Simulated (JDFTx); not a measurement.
I:

```
CELL_PARAMETERS angstrom
0.00000 2.36560 3.90984
2.19225 0.00000 3.90984
2.19225 2.36560 0.00000
ATOMIC_POSITIONS crystal
I 0.00000 0.00000 0.00000
```

```yaml
Program: JDFTx 1.7.0 (patched build)
Task: single point
Functional: PBE
Potentials_or_basis: PseudoDojo-SR-PBE-0.5-standard
Cutoff: 952 eV
Density_cutoff: 3810 eV
k_mesh: 9 × 9 × 9
Occupations: fermi-dirac, width 0.05 eV
Spin: no spin polarisation
```

On this cell: pressure 0.4 GPa; band gap on the k mesh none (metal or under the smearing width).

The same run follows on a disturbed copy (cell strained at random at fixed volume):

```
CELL_PARAMETERS angstrom
0.04516 2.34955 3.89697
2.22281 0.04624 3.89432
2.26628 2.38544 0.00361
ATOMIC_POSITIONS crystal
I 0.00089 0.00585 0.00117
```

Question: What changes?

Answer: The energy (extrapolated to zero smearing) moves by -6.1 meV/atom; pressure 0.4 GPa; band gap on the k mesh none (metal or under the smearing width).

Stress tensor (GPa, compression positive):
```
 0.37  1.39  0.00
 1.39 -0.05 -0.01
 0.00 -0.01  0.76
```

The energy falls, though the first cell shows no forces: that form is unstable against this distortion, unless noise or another electronic state is at work.

Caveats: the empty levels aren't tightly converged; an odd number of electrons without spin polarisation forces a metal; a magnetic or distorted state may lie lower.
